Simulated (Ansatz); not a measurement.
**NaH (wurtzite) under strain**

NaH (wurtzite) (no longer in that coordination), relaxed with r2SCAN in Ansatz 0.2.0. Space group P6_3/mmc (No. 194), hexagonal; conventional cell a = 3.953 Å, c = 4.828 Å, 16.34 Å³ an atom. Na has 5 H at 2.28–2.41 Å; H has 5 Na at 2.28–2.41 Å. The cell started from the wurtzite prototype, but the relaxation took it to the higher symmetry P6_3/mmc (No. 194), so the name no longer describes it.

The axes x, y and z are those of this cell:
```xyz
4
Lattice="3.9533 0.0000 0.0000 -1.9766 3.4236 0.0000 0.0000 0.0000 4.8283" Properties=species:S:1:pos:R:3 pbc="T T T"
Na    0.0000    2.2824   -0.3018
Na    1.9766    1.1412    2.1124
H     0.0000    2.2824    2.1124
H     1.9766    1.1412    4.5265
```

Unstrained: The PBE gap is indirect, 3.327 eV (Γ–K (0.28 of the way from Γ) to K), below the direct gap of 4.105 eV at Γ–K (0.90 of the way from Γ). r2SCAN gives an indirect gap of 3.668 eV, from Γ–K (0.25 of the way from Γ) to K; the least direct gap is 4.442 eV at Γ–K (0.90 of the way from Γ). With HSE06 the valence top lies at Γ–K (0.28 of the way from Γ) and the conduction bottom at K, 4.263 eV higher; the smallest vertical gap, at Γ–K (0.90 of the way from Γ), is 5.103 eV. Meshes: PBE 12×12×6, r2SCAN 12×12×6, HSE06 6×6×4. Strains are changes of length per length. After each strain the atoms were relaxed again with r2SCAN within the symmetry that the strain leaves, so tilts or polar shifts that break it weren't tested; points keep the names that they have in the unstrained zone. Note: simulated data, non-magnetic, for a generated structure that need not be the stable one.

Changes of the least gap in eV (an overlap counts as a negative gap):
```json
{"strain": "isotropic -5.0 % on every length", "volume change (%)": "-14.3", "space group": "P6_3/mmc", "PBE": "+0.028", "r2SCAN": "–", "HSE06": "+0.077", "energy rise, r2SCAN (meV/atom)": "–"}
{"strain": "uniaxial +2.5 % along x", "volume change (%)": "+2.5", "space group": "Cmcm", "PBE": "-0.058", "r2SCAN": "–", "HSE06": "-0.069", "energy rise, r2SCAN (meV/atom)": "–"}
{"strain": "epitaxial +3.0 % in the xy plane, free normal strain -1.67 %", "volume change (%)": "+4.3", "space group": "P6_3/mmc", "PBE": "-0.196", "r2SCAN": "–", "HSE06": "-0.223", "energy rise, r2SCAN (meV/atom)": "–"}
{"strain": "uniaxial +1.5 % along z", "volume change (%)": "+1.5", "space group": "P6_3/mmc", "PBE": "+0.056", "r2SCAN": "–", "HSE06": "+0.056", "energy rise, r2SCAN (meV/atom)": "–"}
```

Isotropic -5.0 % on every length. HSE06: the gap goes from 4.263 to 4.340 eV (+0.077 eV); the edges go from Γ–K (0.28) → K to (-0.104, 0.203, 0) → K. Stress change with PBE, compression positive: xx +4.06, yy +4.06, zz +4.30 GPa.

Uniaxial +2.5 % along x, other directions held. HSE06: the gap goes from 4.263 to 4.194 eV (-0.069 eV); the edges go from Γ–K (0.28) → K to Γ–M (0.30) → (0.323, 0.339, 0). Stress change with PBE, compression positive: xx -0.66, yy -0.45, zz -0.31 GPa.

Epitaxial +3.0 % in the xy plane, free normal strain -1.67 %. HSE06: the gap goes from 4.263 to 4.040 eV (-0.223 eV); the edges go from Γ–K (0.28) → K to Γ → K. Stress change with PBE, compression positive: xx -1.02, yy -1.02, zz -0.07 GPa.

Uniaxial +1.5 % along z, other directions held. HSE06: the gap goes from 4.263 to 4.319 eV (+0.056 eV); the edges go from Γ–K (0.28) → K to (-0.115, 0.214, 0) → K. Stress change with PBE, compression positive: xx -0.18, yy -0.18, zz -0.53 GPa.

Where an edge lies off the special points, it is a point of the mesh or the k point where a search put PBE's edge or least direct gap, reused for the other functionals, whose own edges may lie a little apart.

Coordinates of k points refer to the reciprocal vectors of the primitive cell of the runs.

The meshes of the hybrids are coarse, so their gaps aren't converged to the digits shown.
